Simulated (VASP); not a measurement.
# AgCl in VASP 6.6.1, relaxation

INCAR

```
LMAXMIX = 6
NSW = 40
SIGMA = 0.02
LDAUU = 3.0 0
PREC = Accurate
LDAUTYPE = 2
EDIFFG = -5E-3
LREAL = .FALSE.
ENCUT = 600
ISMEAR = -1
LCHARG = .FALSE.
NBANDS = 16
GGA = PS
LASPH = .TRUE.
LDAUL = 2 -1
LWAVE = .FALSE.
LDAU = .TRUE.
IBRION = 2
EDIFF = 1E-7
LDAUJ = 0 0
NELM = 120
ISIF = 7
```

KPOINTS

```
KPOINTS created by Atomic Simulation Environment
0
Gamma
6 6 6
0 0 0
```

POSCAR

```
Ag Cl
 1.0000000000000000
     0.0000000000000000    3.0293613520081193    3.0293613520081193
     3.0293613520081193    0.0000000000000000    3.0293613520081193
     3.0293613520081193    3.0293613520081193    0.0000000000000000
 Ag  Cl
   1   1
Cartesian
  0.0000000000000000  0.0000000000000000  0.0000000000000000
  1.5146806760040596  1.5146806760040596  1.5146806760040596
```

The recommended PBE PAW datasets give the neutral cell 18 valence electrons.

Command

```
mpirun -np 1 vasp_std
```

OSZICAR

```
N       E                     dE             d eps       ncg     rms          rms(c)
DAV:   1     0.107279966645E+03    0.10728E+03   -0.89733E+03   512   0.110E+03
DAV:   2    -0.630769262478E+00   -0.10791E+03   -0.10122E+03   640   0.221E+02
DAV:   3    -0.527049107222E+01   -0.46397E+01   -0.46279E+01   608   0.488E+01
DAV:   4    -0.531211987252E+01   -0.41629E-01   -0.41623E-01   704   0.492E+00
DAV:   5    -0.531281417439E+01   -0.69430E-03   -0.69430E-03   608   0.614E-01    0.528E+00
DAV:   6    -0.519668732061E+01    0.11613E+00   -0.17730E-01   776   0.602E+00    0.351E+00
DAV:   7    -0.519748338214E+01   -0.79606E-03   -0.83382E-02   600   0.194E+00    0.153E+00
DAV:   8    -0.519857417743E+01   -0.10908E-02   -0.76416E-03   656   0.100E+00    0.202E-01
DAV:   9    -0.519882105902E+01   -0.24688E-03   -0.11093E-03   632   0.465E-01    0.452E-02
DAV:  10    -0.519904757540E+01   -0.22652E-03   -0.26512E-04   608   0.142E-01    0.351E-02
...
DAV:   9    -0.524050944553E+01    0.37633E-08   -0.42643E-08   464   0.154E-03
   3 F= -.52405094E+01 E0= -.52405094E+01  d E =-.414264E-01
       N       E                     dE             d eps       ncg     rms          rms(c)
DAV:   1    -0.524108076556E+01   -0.57132E-03   -0.91826E-03   528   0.946E-01    0.150E-01
DAV:   2    -0.524054102804E+01    0.53974E-03   -0.12521E-03   520   0.403E-01    0.509E-02
DAV:   3    -0.524050752039E+01    0.33508E-04   -0.91860E-05   656   0.761E-02    0.343E-02
DAV:   4    -0.524050732639E+01    0.19400E-06   -0.41928E-06   552   0.168E-02    0.103E-02
DAV:   5    -0.524050825419E+01   -0.92781E-06   -0.63919E-07   680   0.132E-02    0.178E-03
DAV:   6    -0.524050833378E+01   -0.79583E-07   -0.21143E-07   528   0.524E-03
   4 F= -.52405083E+01 E0= -.52405083E+01  d E =-.414253E-01
```

From OUTCAR

```
k-points           NKPTS =     16   k-points in BZ     NKDIM =     16   number of bands    NBANDS=     16

   NELECT =      18.0000    total number of electrons

   dimension x,y,z NGX =    36 NGY =   36 NGZ =   36
   dimension x,y,z NGXF=    72 NGYF=   72 NGZF=   72

  energy-cutoff  :      600.00
  volume of cell :       50.94
      direct lattice vectors                 reciprocal lattice vectors
     0.000000000  2.942201504  2.942201504    -0.169940774  0.169940774  0.169940774
     2.942201504  0.000000000  2.942201504     0.169940774 -0.169940774  0.169940774
     2.942201504  2.942201504  0.000000000     0.169940774  0.169940774 -0.169940774

 k-points in reciprocal lattice and weights: KPOINTS created by Atomic Simulation Env
   0.00000000  0.00000000  0.00000000       0.005
   0.16666667  0.00000000  0.00000000       0.037
   0.33333333  0.00000000  0.00000000       0.037
   0.50000000  0.00000000  0.00000000       0.019
   0.16666667  0.16666667  0.00000000       0.028
   0.33333333  0.16666667  0.00000000       0.111
   0.50000000  0.16666667  0.00000000       0.111
  -0.33333333  0.16666667  0.00000000       0.111
   ...

 E-fermi :   2.1539

 k-point     1 :       0.0000    0.0000    0.0000
  band No.  band energies     occupation
      1     -12.9407      2.00000
      2      -2.7956      2.00000
      3      -2.7956      2.00000
      4      -2.7956      2.00000
      5      -1.1169      2.00000
      6      -1.1169      2.00000
      7       1.6957      2.00000
      8       1.6957      2.00000
      9       1.6957      2.00000
     10       3.3106      0.00000
     11      10.1958      0.00000
     12      10.1958      0.00000
     13      10.1958      0.00000
     14      14.6696      0.00000
     15      14.6696      0.00000
     16      15.1460      0.00000

 k-point     2 :       0.1667    0.0000    0.0000
  band No.  band energies     occupation
      1     -12.8920      2.00000
      2      -2.7821      2.00000
      3      -2.7328      2.00000
      4      -2.7328      2.00000
      5      -1.1225      2.00000
      6      -1.1225      2.00000
      7       0.9400      2.00000
      8       1.5486      2.00000
      9       1.5486      2.00000
     10       4.1638      0.00000
     11       9.4575      0.00000
     12      10.4373      0.00000
     13      10.4373      0.00000
     14      13.9144      0.00000
     15      13.9144      0.00000
     16      15.0271      0.00000

 k-point     3 :       0.3333    0.0000    0.0000
  band No.  band energies     occupation
      1     -12.7937      2.00000
      2      -2.6140      2.00000
      3      -2.6140      2.00000
      4      -2.6050      2.00000
      5      -1.0952      2.00000
      6      -1.0952      2.00000
      7      -0.2524      2.00000
      8       1.2322      2.00000
      9       1.2322      2.00000
     10       5.4127      0.00000
     11       8.7900      0.00000
     12      10.5897      0.00000
     13      10.5897      0.00000
     14      14.1829      0.00000
     15      14.2296      0.00000
     16      14.2296      0.00000

 ...

  Total        0.0096447      0.0096447      0.0096447      0.0000000     -0.0000000      0.0000000
  in kB        0.3033562      0.3033562      0.3033562      0.0000000     -0.0000000      0.0000000
  external PRESSURE =       0.3033562 kB  Pullay stress =       0.0000000 kB

 POSITION                                       TOTAL-FORCE (eV/Angst)
 -----------------------------------------------------------------------------------
      0.00000      0.00000      0.00000         0.000000      0.000000      0.000000
      1.47110      1.47110      1.47110        -0.000000     -0.000000     -0.000000
 -----------------------------------------------------------------------------------
    total drift:                                0.000000      0.000000      0.000000

  FREE ENERGIE OF THE ION-ELECTRON SYSTEM (eV)
  ---------------------------------------------------
  free  energy   TOTEN  =        -5.2405083338 eV

  energy  without entropy=       -5.2405083338  energy(sigma->0) =       -5.24050833
```

| ionic step | ΔE (meV/atom) | volume (Å³) | largest force (eV/Å) | pressure (GPa) | electronic steps |
| --- | --- | --- | --- | --- | --- |
| 1 | 0.0 | 55.60 | 0.000 | -2.63 | 14 |
| 2 | -19.6 | 52.00 | 0.000 | -0.71 | 10 |
| 3 | -20.7 | 51.03 | 0.000 | -0.03 | 9 |
| 4 | -20.7 | 50.94 | 0.000 | 0.03 | 6 |

It converged. Results: relaxed cell vector lengths 4.161, 4.161, 4.161 Å; relaxed cell volume 50.94 Å³.

For comparison, a separate PBEsol relaxation on usual settings, not on those above, ends at 50.93 Å³.

The run above took about 58 s on one core of a shared host (Intel Xeon Platinum 8488C) and held 0.22 GiB at most.
